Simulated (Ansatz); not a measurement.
# Tantalum, diamond: r²SCAN0 after r²SCAN, part 2 of 2

How do the levels change when part of the exchange is made exact, and what does it cost? Spin polarisation is left out. The geometry was relaxed under r²SCAN beforehand and is kept. Exact exchange is dear, so the k-mesh is coarse, and r²SCAN is run on the same mesh for comparison.

Ansatz 0.2.0, plane waves with PAW, scalar-relativistic. The steps go on from the part before.

**3. r²SCAN0 on the coarse mesh**

The run with r²SCAN0.

Input file input.yaml:

```yaml
crystal:
  lattice:
    - [0.0, 3.0298054261, 3.0298054261]
    - [3.0298054261, 0.0, 3.0298054261]
    - [3.0298054261, 3.0298054261, 0.0]
  atoms:
    - { symbol: Ta, position: [0.125, 0.125, 0.125] }
    - { symbol: Ta, position: [0.875, 0.875, 0.875] }
hamiltonian:
  xc: r2scan0
  pseudopotentials:
    kind: paw
    azcp:
      Ta: "pseudopotentials/Ta.paw.azcp"
basis:
  ecutwfc: 500
  fft_grid_basis: typed
kpoints:
  mp_grid: { grid: [5, 5, 5], shift: [0, 0, 0] }
magnetization:
  spin_polarized: false
scf:
  occupations: { method: fermi_dirac, width: 0.1 }
```

Command:

```
$ ansatz run input.yaml --threads 4 --pin off --max-ram 8192MiB --backend cpu --events-out ev --progress --plain --runs-dir out
```

The program printed:

```text
Warning: RAYON_NUM_THREADS=4 ignored (pool sized by the plan → 4); use --threads N
Engine: ansatz 0.2.0, aarch64-unknown-linux-gnu
Pseudopotentials: kind: paw
Pseudopotential: Ta, paw, valence charge 13, recommended cutoff 500 eV (meta_gga), <dir>
Functional definition: r2SCAN0
  parameter a = 0.25
  parameter k0 = 0.174
  parameter k1 = 0.065
  parameter a1 = 4.9479
  exchange = (1 - a)*r2scan_x(k0 = k0, k1 = k1, a1 = a1) + a*exact_x
  correlation = r2scan_c
Crystal: 2 atoms, lattice volume = 55.626 Å³
Basis set: ecut = 500 eV, 1411 PW (Γ), exchange–correlation on 128×128×128 points (64 copies of the dense FFT grid, shifted against one another)
Bands: 17, of which v1, the nominal top of the filled ones, is band 13 counted from 1 (12 counted from 0)
Symmetry: 48 space group operations
Space group: Fd-3m (ITA 227), of the structure as read, at distance tolerance 3.8e-5 Å
k-points: 10 of 125
Non-local potential: Ta, projectors of the file, l = 0: 3, l = 1: 2, l = 2: 2, l = 3: 1
PAW form: soft (Blöchl's): semilocal exchange-correlation on the pseudo side does not see the compensation charge
PAW frozen core: Ta, regenerated for the run's functional, and the local potential with it (the file was generated under x = pbe(κ = 0.804, μ = 0.2195149727645171), c = pbe(β = 0.06672455060314922))
PAW one-centre angular grid: Ta, 590 points (default); XC on 160 Gauss nodes
Initial density: superposition of atomic densities (neutral atoms: chi_scale 0, normalization atom), corrected by the library's trained network
Initial wavefunctions: pseudopotential atomic-orbital guess
Functional: x = r2scan, c = r2scan; τ floored in thin density (d = 2e-4 eV/Å³), warm-up for x = 0.75 r2scan + 0.25 exact, c = r2scan; τ floored in thin density (d = 2e-4 eV/Å³)
SCF iter   1: F=—  HF=-19882.390639 eV  |F-HF|=—  |Δ(HF+E_count)|=         —  Δρ=6.81e-3  dr2=1.77e-2  dr2_τ=1.96e-2  ethr=1.77e-3  ⟨swp⟩=5.6  Hψ=683  notcnv=0
preconditioner: auto → Kerker (q_TF=auto, 2.403 Å⁻¹)  [metal: Δε(μ)=0.112 eV  Ē_g=3.170 eV  σ=0.100 eV  W_gap=0.27  n_scr=14 (ndim 8)  ℏωp=15.7 eV  f_vac=0.000  D(μ)=3.83/eV (n_scr^D=50)]
SCF iter   2: F=—  HF=-19882.411357 eV  |F-HF|=—  |Δ(HF+E_count)|=   2.07e-2  Δρ=3.68e-3  dr2=4.62e-3  dr2_τ=3.57e-4  ethr=6.79e-5  ⟨swp⟩=3.1  Hψ=379  notcnv=0
iter 3 solved again at ethr=1.61e-6 eV; its pass at ethr=1.78e-5 eV (dr2=4.19e-4 eV) is discarded
SCF iter   3: F=—  HF=-19882.411952 eV  |F-HF|=—  |Δ(HF+E_count)|=   5.95e-4  Δρ=7.25e-4  dr2=4.09e-4  dr2_τ=1.22e-5  ethr=1.61e-6  ⟨swp⟩=2.5  Hψ=703  notcnv=0
SCF iter   4: F=—  HF=-19882.412101 eV  |F-HF|=—  |Δ(HF+E_count)|=   1.49e-4  Δρ=2.37e-4  dr2=5.14e-5  dr2_τ=2.85e-6  ethr=1.57e-6  ⟨swp⟩=3.0  Hψ=363  notcnv=0
SCF iter   5: F=—  HF=-19882.412146 eV  |F-HF|=—  |Δ(HF+E_count)|=   4.51e-5  Δρ=6.63e-5  dr2=1.83e-6  dr2_τ=2.36e-7  ethr=1.98e-7  ⟨swp⟩=3.4  Hψ=391  notcnv=0
SCF iter   6: F=—  HF=-19882.412149 eV  |F-HF|=—  |Δ(HF+E_count)|=   3.05e-6  Δρ=2.65e-5  dr2=1.99e-7  dr2_τ=2.70e-8  ethr=7.04e-9  ⟨swp⟩=3.9  Hψ=405  notcnv=0
SCF iter   7: F=—  HF=-19882.412150 eV  |F-HF|=—  |Δ(HF+E_count)|=   2.60e-7  Δρ=1.00e-5  dr2=3.46e-8  dr2_τ=2.55e-9  ethr=7.67e-10  ⟨swp⟩=3.5  Hψ=390  notcnv=0
SCF iter   8: F=—  HF=-19882.412150 eV  |F-HF|=—  |Δ(HF+E_count)|=   2.07e-8  Δρ=2.69e-6  dr2=1.95e-9  dr2_τ=1.52e-10  ethr=1.33e-10  ⟨swp⟩=3.7  Hψ=383  notcnv=0
SCF iter   9: F=-19882.412150 eV  HF=-19882.412150 eV  |F-HF|=7.28e-12  |Δ(HF+E_count)|=   1.95e-9  Δρ=5.21e-7  dr2=8.53e-11  dr2_τ=6.26e-12  ethr=7.49e-12  ⟨swp⟩=4.2  Hψ=406  notcnv=0
SCF 1 converged in 9 iterations: F = -19882.412150 eV  dr2 = 8.53e-11
Initial density: handed on by an earlier stage of this run
Initial wavefunctions: those handed on with the density
Functional: x = 0.75 r2scan + 0.25 exact, c = r2scan; τ floored in thin density (d = 2e-4 eV/Å³)
Frozen-core exchange: fock
iter 1 solved again at ethr=7.60e-5 eV; its pass at ethr=1.00e-1 eV (dr2=1.98e-2 eV) is discarded
SCF iter   1: F=—  HF=-19872.650402 eV  |F-HF|=—  |Δ(HF+E_count)|=         —  Δρ=5.55e-3  dr2=2.59e-2  dr2_τ=7.20e-3  ethr=7.60e-5  ⟨swp⟩=4.3  Hψ=804  notcnv=0
preconditioner: auto → none  [insulator: Δε(μ)=0.328 eV  Ē_g=4.263 eV  σ=0.100 eV  W_gap=0.62  n_scr=14 (ndim 8)  ℏωp=15.7 eV  f_vac=0.000  D(μ)=1.51/eV (n_scr^D=14)]
SCF iter   2: F=—  HF=-19872.640186 eV  |F-HF|=—  |Δ(HF+E_count)|=   1.02e-2  Δρ=1.76e-3  dr2=4.64e-3  dr2_τ=5.65e-4  ethr=7.60e-5  ⟨swp⟩=3.0  Hψ=389  notcnv=0
SCF iter   3: F=—  HF=-19872.640258 eV  |F-HF|=—  |Δ(HF+E_count)|=   7.24e-5  Δρ=6.78e-4  dr2=3.99e-3  dr2_τ=1.41e-5  ethr=2.89e-6  ⟨swp⟩=3.0  Hψ=399  notcnv=0
SCF iter   4: F=—  HF=-19872.640265 eV  |F-HF|=—  |Δ(HF+E_count)|=   6.44e-6  Δρ=1.18e-4  dr2=3.71e-6  dr2_τ=1.22e-6  ethr=3.79e-7  ⟨swp⟩=3.0  Hψ=357  notcnv=0
SCF iter   5: F=-19872.640265 eV  HF=-19872.640265 eV  |F-HF|=1.59e-8  |Δ(HF+E_count)|=   8.00e-7  Δρ=8.44e-6  dr2=3.07e-8  dr2_τ=2.56e-8  ethr=1.43e-8  ⟨swp⟩=3.8  Hψ=431  notcnv=0
SCF 2 converged in 5 iterations: F = -19872.640265 eV  dr2 = 3.07e-8
hybrid outer 1: dexx = +1.401e-2 eV, tail = 8.07e-3 eV
Frozen-core exchange: fock
SCF iter   1: F=—  HF=-19872.657715 eV  |F-HF|=—  |Δ(HF+E_count)|=         —  Δρ=1.16e-3  dr2=1.12e-3  dr2_τ=2.61e-5  ethr=1.55e-4  ⟨swp⟩=2.6  Hψ=351  notcnv=0
preconditioner: auto → none  [insulator: Δε(μ)=0.481 eV  Ē_g=4.277 eV  σ=0.100 eV  W_gap=0.72  n_scr=14 (ndim 8)  ℏωp=15.7 eV  f_vac=0.000  D(μ)=1.31/eV (n_scr^D=8)]
SCF iter   2: F=—  HF=-19872.657814 eV  |F-HF|=—  |Δ(HF+E_count)|=   9.94e-5  Δρ=5.21e-4  dr2=9.21e-4  dr2_τ=3.51e-6  ethr=1.16e-6  ⟨swp⟩=4.0  Hψ=381  notcnv=0
SCF iter   3: F=-19872.660275 eV  HF=-19872.660258 eV  |F-HF|=1.68e-5  |Δ(HF+E_count)|=   2.44e-3  Δρ=7.25e-4  dr2=5.55e-4  dr2_τ=9.90e-6  ethr=1.99e-7  ⟨swp⟩=4.7  Hψ=489  notcnv=0
SCF 3 stopped early in 3 iterations: F = -19872.660275 eV  dr2 = 5.55e-4
hybrid outer 2: dexx = +3.858e-3 eV, tail = 3.48e-3 eV, Δε = 1.21e-1 eV (about 3.03e-2 eV left of the loop's levels)
Frozen-core exchange: fock
SCF iter   1: F=—  HF=-19872.661231 eV  |F-HF|=—  |Δ(HF+E_count)|=         —  Δρ=4.85e-4  dr2=3.14e-4  dr2_τ=6.57e-6  ethr=2.20e-5  ⟨swp⟩=3.0  Hψ=355  notcnv=0
preconditioner: auto → none  [insulator: Δε(μ)=0.549 eV  Ē_g=4.284 eV  σ=0.100 eV  W_gap=0.80  n_scr=14 (ndim 8)  ℏωp=15.7 eV  f_vac=0.000  D(μ)=1.32/eV (n_scr^D=14)]
iter 2 solved again at ethr=2.20e-9 eV; its pass at ethr=2.20e-7 eV (dr2=5.72e-7 eV) is discarded
SCF iter   2: F=—  HF=-19872.661245 eV  |F-HF|=—  |Δ(HF+E_count)|=   1.37e-5  Δρ=3.72e-5  dr2=2.69e-4  dr2_τ=5.46e-7  ethr=2.20e-9  ⟨swp⟩=3.9  Hψ=751  notcnv=0
SCF iter   3: F=—  HF=-19872.661875 eV  |F-HF|=—  |Δ(HF+E_count)|=   6.30e-4  Δρ=3.64e-4  dr2=1.93e-4  dr2_τ=2.49e-6  ethr=2.16e-9  ⟨swp⟩=5.2  Hψ=598  notcnv=0
SCF iter   4: F=—  HF=-19872.662718 eV  |F-HF|=—  |Δ(HF+E_count)|=   8.43e-4  Δρ=8.13e-4  dr2=1.62e-4  dr2_τ=1.20e-5  ethr=2.16e-9  ⟨swp⟩=5.8  Hψ=678  notcnv=0
SCF iter   5: F=—  HF=-19872.662743 eV  |F-HF|=—  |Δ(HF+E_count)|=   2.48e-5  Δρ=4.73e-4  dr2=6.66e-5  dr2_τ=1.04e-6  ethr=2.16e-9  ⟨swp⟩=4.9  Hψ=547  notcnv=0
SCF iter   6: F=—  HF=-19872.662745 eV  |F-HF|=—  |Δ(HF+E_count)|=   2.65e-6  Δρ=2.41e-5  dr2=2.31e-5  dr2_τ=2.79e-8  ethr=2.16e-9  ⟨swp⟩=4.5  Hψ=542  notcnv=0
SCF iter   7: F=—  HF=-19872.662835 eV  |F-HF|=—  |Δ(HF+E_count)|=   8.95e-5  Δρ=4.25e-4  dr2=3.92e-5  dr2_τ=3.36e-6  ethr=5.28e-10  ⟨swp⟩=5.8  Hψ=708  notcnv=0
SCF iter   8: F=—  HF=-19872.662844 eV  |F-HF|=—  |Δ(HF+E_count)|=   8.97e-6  Δρ=9.06e-6  dr2=1.77e-6  dr2_τ=3.06e-9  ethr=5.28e-10  ⟨swp⟩=5.2  Hψ=579  notcnv=0
Mixer restart at iter 8: flushing history
SCF iter   9: F=—  HF=-19872.662849 eV  |F-HF|=—  |Δ(HF+E_count)|=   5.45e-6  Δρ=8.27e-5  dr2=1.45e-6  dr2_τ=1.24e-7  ethr=8.79e-11  ⟨swp⟩=5.4  Hψ=644  notcnv=0
SCF iter  10: F=-19872.662850 eV  HF=-19872.662850 eV  |F-HF|=4.50e-9  |Δ(HF+E_count)|=   2.86e-7  Δρ=1.56e-5  dr2=7.06e-8  dr2_τ=4.34e-9  ethr=8.79e-11  ⟨swp⟩=4.5  Hψ=546  notcnv=0
SCF 4 converged in 10 iterations: F = -19872.662850 eV  dr2 = 7.06e-8
hybrid outer 3: dexx = +6.361e-3 eV, tail = 6.58e-6 eV, Δε = 7.73e-2 eV (about 4.30e-3 eV left of the loop's levels)
Frozen-core exchange: fock
SCF iter   1: F=—  HF=-19872.662760 eV  |F-HF|=—  |Δ(HF+E_count)|=         —  Δρ=3.57e-5  dr2=6.86e-7  dr2_τ=3.73e-8  ethr=6.34e-8  ⟨swp⟩=2.9  Hψ=352  notcnv=0
preconditioner: auto → none  [insulator: Δε(μ)=0.450 eV  Ē_g=4.290 eV  σ=0.100 eV  W_gap=0.69  n_scr=14 (ndim 8)  ℏωp=15.7 eV  f_vac=0.000  D(μ)=1.26/eV (n_scr^D=8)]
SCF iter   2: F=—  HF=-19872.662761 eV  |F-HF|=—  |Δ(HF+E_count)|=   1.11e-6  Δρ=3.41e-5  dr2=4.60e-7  dr2_τ=1.46e-8  ethr=1.07e-9  ⟨swp⟩=3.8  Hψ=375  notcnv=0
SCF iter   3: F=-19872.662762 eV  HF=-19872.662762 eV  |F-HF|=5.20e-10  |Δ(HF+E_count)|=   1.08e-6  Δρ=1.38e-5  dr2=5.56e-8  dr2_τ=2.41e-9  ethr=9.66e-10  ⟨swp⟩=4.4  Hψ=466  notcnv=0
SCF 5 converged in 3 iterations: F = -19872.662762 eV  dr2 = 5.56e-8
hybrid outer 4: dexx = +5.164e-6 eV, tail = 2.40e-7 eV, Δε = 4.07e-3 eV (about 1.34e-3 eV left of the loop's levels)
Frozen-core exchange: fock
iter 1 solved again at ethr=8.80e-8 eV; its pass at ethr=1.00e-1 eV (dr2=2.29e-5 eV) is discarded
SCF iter   1: F=—  HF=-19872.662177 eV  |F-HF|=—  |Δ(HF+E_count)|=         —  Δρ=3.71e-4  dr2=1.55e-4  dr2_τ=2.71e-6  ethr=8.80e-8  ⟨swp⟩=3.9  Hψ=612  notcnv=0
preconditioner: auto → none  [insulator: Δε(μ)=0.402 eV  Ē_g=4.291 eV  σ=0.100 eV  W_gap=0.63  n_scr=14 (ndim 8)  ℏωp=15.7 eV  f_vac=0.000  D(μ)=1.21/eV (n_scr^D=8)]
iter 2 solved again at ethr=7.17e-9 eV; its pass at ethr=8.80e-8 eV (dr2=1.86e-6 eV) is discarded
SCF iter   2: F=—  HF=-19872.662617 eV  |F-HF|=—  |Δ(HF+E_count)|=   4.39e-4  Δρ=9.42e-5  dr2=3.54e-5  dr2_τ=2.19e-7  ethr=7.17e-9  ⟨swp⟩=2.7  Hψ=633  notcnv=0
SCF iter   3: F=—  HF=-19872.662748 eV  |F-HF|=—  |Δ(HF+E_count)|=   1.31e-4  Δρ=1.22e-4  dr2=5.81e-6  dr2_τ=4.86e-7  ethr=7.17e-9  ⟨swp⟩=3.9  Hψ=445  notcnv=0
SCF iter   4: F=—  HF=-19872.662749 eV  |F-HF|=—  |Δ(HF+E_count)|=   7.37e-7  Δρ=6.21e-5  dr2=3.68e-6  dr2_τ=2.66e-8  ethr=7.17e-9  ⟨swp⟩=2.7  Hψ=318  notcnv=0
SCF iter   5: F=—  HF=-19872.662749 eV  |F-HF|=—  |Δ(HF+E_count)|=   9.63e-8  Δρ=3.55e-6  dr2=3.09e-6  dr2_τ=1.67e-9  ethr=2.89e-9  ⟨swp⟩=2.0  Hψ=310  notcnv=0
Mixer restart at iter 5: flushing history
SCF iter   6: F=—  HF=-19872.662759 eV  |F-HF|=—  |Δ(HF+E_count)|=   1.00e-5  Δρ=8.93e-5  dr2=2.43e-6  dr2_τ=1.54e-7  ethr=4.67e-11  ⟨swp⟩=5.9  Hψ=690  notcnv=0
SCF iter   7: F=-19872.662760 eV  HF=-19872.662760 eV  |F-HF|=6.49e-8  |Δ(HF+E_count)|=   1.30e-6  Δρ=4.62e-5  dr2=5.47e-7  dr2_τ=1.80e-8  ethr=4.67e-11  ⟨swp⟩=5.7  Hψ=623  notcnv=0
SCF 6 stopped early in 7 iterations: F = -19872.662760 eV  dr2 = 5.47e-7
hybrid outer 1: dexx = +1.299e-3 eV, tail = 1.24e-6 eV
Frozen-core exchange: fock
SCF iter   1: F=—  HF=-19872.662762 eV  |F-HF|=—  |Δ(HF+E_count)|=         —  Δρ=3.21e-6  dr2=4.28e-8  dr2_τ=2.58e-9  ethr=2.38e-8  ⟨swp⟩=2.1  Hψ=341  notcnv=0
preconditioner: auto → none  [insulator: Δε(μ)=0.453 eV  Ē_g=4.290 eV  σ=0.100 eV  W_gap=0.69  n_scr=14 (ndim 8)  ℏωp=15.7 eV  f_vac=0.000  D(μ)=1.26/eV (n_scr^D=8)]
SCF iter   2: F=-19872.662762 eV  HF=-19872.662762 eV  |F-HF|=2.39e-9  |Δ(HF+E_count)|=   1.26e-7  Δρ=7.17e-6  dr2=2.75e-8  dr2_τ=6.27e-10  ethr=8.93e-12  ⟨swp⟩=4.9  Hψ=548  notcnv=0
SCF 7 converged in 2 iterations: F = -19872.662762 eV  dr2 = 2.75e-8
hybrid outer 2: dexx = +1.877e-7 eV, tail = 5.73e-8 eV, Δε = 7.72e-4 eV (about 3.48e-4 eV left of the loop's levels)
exact exchange: an outer loop of this run ended on a state whose frontier levels can be filled otherwise, and a further loop was made from that state with electrons moved between them. It converged no lower than the two loops' stops tell apart, in 9 SCF iterations, so its state is not used
Frozen-core exchange: fock
iter 1 solved again at ethr=1.49e-6 eV; its pass at ethr=1.00e-1 eV (dr2=3.89e-4 eV) is discarded
SCF iter   1: F=—  HF=-19872.658205 eV  |F-HF|=—  |Δ(HF+E_count)|=         —  Δρ=1.53e-3  dr2=1.32e-3  dr2_τ=4.18e-5  ethr=1.49e-6  ⟨swp⟩=3.6  Hψ=594  notcnv=0
preconditioner: auto → none  [insulator: Δε(μ)=0.495 eV  Ē_g=4.285 eV  σ=0.100 eV  W_gap=0.71  n_scr=14 (ndim 8)  ℏωp=15.7 eV  f_vac=0.000  D(μ)=1.27/eV (n_scr^D=8)]
SCF iter   2: F=—  HF=-19872.658320 eV  |F-HF|=—  |Δ(HF+E_count)|=   1.16e-4  Δρ=7.88e-4  dr2=9.63e-4  dr2_τ=3.89e-6  ethr=1.49e-6  ⟨swp⟩=2.0  Hψ=310  notcnv=0
SCF iter   3: F=—  HF=-19872.660668 eV  |F-HF|=—  |Δ(HF+E_count)|=   2.35e-3  Δρ=2.13e-4  dr2=3.93e-4  dr2_τ=8.98e-7  ethr=4.59e-7  ⟨swp⟩=3.3  Hψ=342  notcnv=0
SCF iter   4: F=—  HF=-19872.662422 eV  |F-HF|=—  |Δ(HF+E_count)|=   1.75e-3  Δρ=6.72e-4  dr2=1.52e-4  dr2_τ=8.86e-6  ethr=5.64e-8  ⟨swp⟩=4.0  Hψ=463  notcnv=0
iter 5 solved again at ethr=2.36e-9 eV; its pass at ethr=5.64e-8 eV (dr2=6.14e-7 eV) is discarded
SCF iter   5: F=—  HF=-19872.662449 eV  |F-HF|=—  |Δ(HF+E_count)|=   2.63e-5  Δρ=2.95e-5  dr2=7.40e-5  dr2_τ=1.60e-7  ethr=2.36e-9  ⟨swp⟩=3.0  Hψ=788  notcnv=0
SCF iter   6: F=—  HF=-19872.662672 eV  |F-HF|=—  |Δ(HF+E_count)|=   2.23e-4  Δρ=4.39e-4  dr2=6.67e-5  dr2_τ=3.82e-6  ethr=2.36e-9  ⟨swp⟩=5.6  Hψ=596  notcnv=0
SCF iter   7: F=—  HF=-19872.662679 eV  |F-HF|=—  |Δ(HF+E_count)|=   7.14e-6  Δρ=1.15e-5  dr2=2.28e-5  dr2_τ=2.31e-8  ethr=2.36e-9  ⟨swp⟩=4.7  Hψ=541  notcnv=0
Mixer restart at iter 7: flushing history
SCF iter   8: F=-19872.662735 eV  HF=-19872.662736 eV  |F-HF|=1.03e-6  |Δ(HF+E_count)|=   5.76e-5  Δρ=1.92e-4  dr2=1.41e-5  dr2_τ=7.08e-7  ethr=1.74e-10  ⟨swp⟩=5.8  Hψ=711  notcnv=0
SCF 8 stopped early in 8 iterations: F = -19872.662735 eV  dr2 = 1.41e-5
hybrid outer 1: dexx = +1.556e-2 eV, tail = 4.46e-5 eV
Frozen-core exchange: fock
SCF iter   1: F=—  HF=-19872.662759 eV  |F-HF|=—  |Δ(HF+E_count)|=         —  Δρ=7.75e-5  dr2=1.56e-6  dr2_τ=5.25e-8  ethr=5.98e-7  ⟨swp⟩=2.2  Hψ=342  notcnv=0
SCF iter   2: F=—  HF=-19872.662761 eV  |F-HF|=—  |Δ(HF+E_count)|=   2.02e-6  Δρ=5.16e-5  dr2=5.81e-7  dr2_τ=1.87e-8  ethr=4.31e-9  ⟨swp⟩=3.9  Hψ=390  notcnv=0
iter 3 solved again at ethr=1.01e-10 eV; its pass at ethr=1.87e-9 eV (dr2=2.63e-8 eV) is discarded
SCF iter   3: F=-19872.662762 eV  HF=-19872.662762 eV  |F-HF|=2.08e-8  |Δ(HF+E_count)|=   6.05e-7  Δρ=7.15e-6  dr2=3.89e-8  dr2_τ=1.28e-8  ethr=1.01e-10  ⟨swp⟩=2.7  Hψ=728  notcnv=0
SCF 9 converged in 3 iterations: F = -19872.662762 eV  dr2 = 3.89e-8
hybrid outer 2: dexx = +4.322e-6 eV, tail = 1.55e-7 eV, Δε = 4.71e-3 eV (about 9.58e-4 eV left of the loop's levels)
exact exchange: an outer loop of this run ended on a state whose frontier levels can be filled otherwise, and a further loop was made from that state with electrons moved between them. It converged no lower than the two loops' stops tell apart, in 11 SCF iterations, so its state is not used
hybrid SCF converged: 4 outer / 21 inner (+9 warm-up), last move |dexx| = 5.16e-6 eV, tail = 2.40e-7 eV
Stability not checked: this state was not tested for a lower state beside it, because the functional holds exact exchange (a hybrid, or Hartree-Fock), whose exchange loop this test does not read (fock_operator; see scf.lower_state_search)
Free energy (F): -19872.662762 eV
Frozen-core exchange: fock
Harris-Foulkes:  -19872.662762 eV  (|F-HF|=5.20e-10)
Internal energy: -19872.618749 eV  (E = F + TS)
E sigma→0 (E₀):  -19872.640755 eV
Entropy (-TS):   -0.044013 eV (-22.007 meV/atom)
Fermi energy:    10.465723 eV
--- Per-component energies (eV) ---
  E_band       = -482.075172
  E_kinetic    = 724.667203
  E_local      = -1911.740366  (includes V_loc(G=0)·N_el)
  E_nonlocal   = 39.282468
  E_hartree    = 683.789642
  E_xc         = -312.366447
  E_vxc        = -334.950810  (∫ρ·V_xc dr)
  E_exx        = -80.514350  (= α·E_x^exact, valence–valence)
  E_paw        = -16844.669567  (= ΣΔE_a)
  E_vpaw       = -222.200083  (= ΣTr[D̂ρ^β])
  E_aug_tail   = 0.000159  (compensation charges beyond the density's cutoff)
  E_vtau       = 16.319215  (kinetic-family band-sum trace: ∫τ·v_τ [+ j·A + Jᵃ·Aᵃ] dr)
  E_ewald      = -2163.338421
  E_core_change = -7.729069  (= ΣΔE_core)
  E_smearing   = -0.044013  (= −TS)
  E_closure    = -0.000000  (closes the sum)
  Σ components = -19872.662762   (vs F -19872.662762, Δ=0.00e0)
--- Band table (eV; the first three rows and the last of 10) ---
  k-point 0: bands = ["-62.0670", "-61.7188", "-27.1432", "-27.1432", "-27.1432", "-26.1592", "-26.1592", "-26.1592", "3.4587", "9.3465", "9.3465", "9.7582", "9.7582", "9.7582", "13.3933", "13.3933"]
  k-point 1: bands = ["-62.0433", "-61.7434", "-27.1866", "-27.1866", "-27.1453", "-26.1641", "-26.1124", "-26.1124", "4.2000", "8.8417", "8.8417", "9.5762", "10.8639", "10.8639", "11.9736", "13.4171"]
  k-point 2: bands = ["-61.9925", "-61.7950", "-27.2485", "-27.2485", "-27.1523", "-26.1700", "-26.0428", "-26.0428", "5.9167", "9.0911", "9.1097", "9.1097", "9.9280", "10.1152", "10.1152", "14.5008"]
  k-point 9: bands = ["-61.9376", "-61.8505", "-27.3868", "-27.3414", "-26.8240", "-26.4966", "-25.9470", "-25.9083", "7.3960", "7.8188", "8.1855", "9.3413", "11.0593", "11.4247", "11.7442", "13.3660"]
  guard bands above this table: 1 of the run's 17 bands, where the rule asks 2: the bands that hold charge and the lowest empty level above them stay in the table. The solve was not asked for them (output.publish_guard_bands: true or output.eigenvalues: true publishes all)
```

Wall time 15 s (4 threads of Arm Neoverse V2, shared host); peak memory 1.3 GiB.

**4. Side by side**

```csv
functional,gap on the mesh,Fermi energy (eV),SCF cycles,exchange loops,CPU time
r²SCAN,none (levels filled in part),10.571,7,-,1.6 s
r²SCAN0,none (levels filled in part),10.466,30,4,50 s
```

**5. Results**

What follows sums up all 2 parts.

| quantity | value |
| --- | --- |
| r²SCAN: gap | none (levels filled in part) |
| r²SCAN0: gap | none (levels filled in part) |
| r²SCAN0: SCF cycles, exchange loops | 30, 4 |
| r²SCAN0: CPU time over that of r²SCAN | 32 |
| r²SCAN0: relative to bcc | +3599 meV/atom |

Neither r²SCAN nor r²SCAN0 shows a clean gap on this mesh. r²SCAN0 cost 32 times the CPU time of r²SCAN. The exchange operator of r²SCAN0 was renewed in 4 outer loops. To compare with dense-mesh energies, the change of r²SCAN from this mesh and smearing to its dense run (+4.3 meV/atom, from a run not shown) is added. Under r²SCAN0 it lies 3599 meV/atom above bcc (computed apart in the same way); on such meshes a few tens of meV are uncertain for metals. Absolute energies differ from functional to functional, by eV per atom at times, and say nothing by themselves.
